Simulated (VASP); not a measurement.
A run of VASP 6.6.1:

File INCAR:

```
PREC = Accurate ; ENCUT = 600
EDIFF = 1E-7 ; ISMEAR = 0
SIGMA = 0.03 ; LREAL = F
LASPH = T ; NELM = 80
ALGO = Normal ; ISIF = 4
LWAVE = F ; LCHARG = F
GGA = PE ; IVDW = 12
IBRION = 2 ; NSW = 40
EDIFFG = -0.01 ; KPAR = 2
```

The input KPOINTS:

```
regular mesh
0
Gamma
  9 9 2
```

POSCAR

```
MoSe2                                   
1.0
    3.2343509464      0.0000000000      0.0000000000
   -1.6171754733      2.8010300843      0.0000000000
    0.0000000000      0.0000000000     12.5530308963
  Mo              Se            
     2     4
Direct
     0.3333333332999970    0.6666666667000030    0.2500000000000000
     0.6666666667000030    0.3333333332999970    0.7500000000000000
     0.3333333332999970    0.6666666667000030    0.6183309794846110
     0.6666666667000030    0.3333333332999970    0.1183309794846110
     0.3333333332999970    0.6666666667000030    0.8816690205153890
     0.6666666667000030    0.3333333332999970    0.3816690205153890
```

Potentials or basis: VASP PAW PBE potentials, release 64 (Mo_sv, Se).

The run is started by

```bash
$ cat potpaw_PBE.64/Mo_sv/POTCAR potpaw_PBE.64/Se/POTCAR > POTCAR
$ mpirun -np 2 vasp_std > vasp.out
```

Hardware: 2 MPI ranks on AMD EPYC 7R13 Processor (Zen 3), with other jobs on the host.

Problem. Estimate the wall time of this run.

Solution. Run time: 3.8 min on 2 MPI ranks on AMD EPYC 7R13 Processor (Zen 3), with other jobs on the host, peak memory 0.3 GiB a rank. Counts: scf iterations 50, k points 24, ion steps 5.
